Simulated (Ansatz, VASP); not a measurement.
LiF: VASP beside Ansatz

INCAR

```
SYSTEM = LiF
PREC     = Accurate       ! precision mode
ENCUT    = 520            ! plane-wave cutoff, eV
EDIFF    = 1E-6           ! SCF threshold, eV
ISMEAR   = 0              ! smearing method
SIGMA    = 0.01           ! smearing width, eV
LREAL    = .False.        ! projectors in reciprocal space
LASPH    = .True.         ! aspherical terms in the spheres
NELM     = 80             ! most SCF steps
ALGO     = Normal         ! electronic algorithm
ISIF     = 2              ! what is computed and relaxed
LWAVE    = .False.        ! write WAVECAR
LCHARG   = .True.         ! write CHGCAR
LELF     = .True.         ! ELF
LVHAR    = .True.       
NBANDS   = 12             ! bands
```

File KPOINTS:

```
regular mesh
0
Gamma
  10 10 10
  0 0 0
```

POSCAR

```
LiF
1.0
    0.0000000000      1.9951010462      1.9951010462
    1.9951010462      0.0000000000      1.9951010462
    1.9951010462      1.9951010462      0.0000000000
Li F
1 1
Direct
    0.0000000000      0.0000000000      0.0000000000
    0.5000000000      0.5000000000      0.5000000000
```

Input for Ansatz:

```yaml
crystal:
  lattice:
    - [0.0, 1.9951010462, 1.9951010462]
    - [1.9951010462, 0.0, 1.9951010462]
    - [1.9951010462, 1.9951010462, 0.0]
  atoms:
    - { symbol: Li, position: [0.0, 0.0, 0.0] }
    - { symbol: F, position: [0.5, 0.5, 0.5] }
kpoints:
  mp_grid: { grid: [10, 10, 10] }
  band_path:
    path:
      - [0.0, 0.0, 0.0]
      - [0.5, 0.0, 0.5]
      - [0.625, 0.25, 0.625]
      - [0.375, 0.375, 0.75]
      - [0.5, 0.5, 0.5]
      - [0.5, 0.25, 0.75]
      - [-0.0625, 0.0, 0.0625]
    npoints: 1
hamiltonian:
  xc: lda
scf:
  occupations: { method: fixed }
  n_extra_bands: 4
output:
  forces: true
  stress: true
  eigenvalues: true
```

Alike in both runs: task single point; functional LDA; k mesh 10 × 10 × 10; no spin polarisation.

```csv
,VASP,Ansatz
version,VASP 6.6.1,Ansatz 0.2.0
potentials or method,"VASP PAW LDA potentials, release 64 (Li_sv, F)","plane waves, PAW"
plane-wave cutoff (eV),520,420
occupations,"gaussian, width 0.01 eV",fixed
valence electrons in the cell,10,10
```

|  | VASP | Ansatz | Ansatz less VASP |
| --- | --- | --- | --- |
| gap on the k mesh at the Fermi level (eV) | 9.10 | 9.10 | +0.005 |

 A k mesh can miss the band edges. Expect the measured gap to be larger: semilocal functionals such as LDA lack the derivative discontinuity.
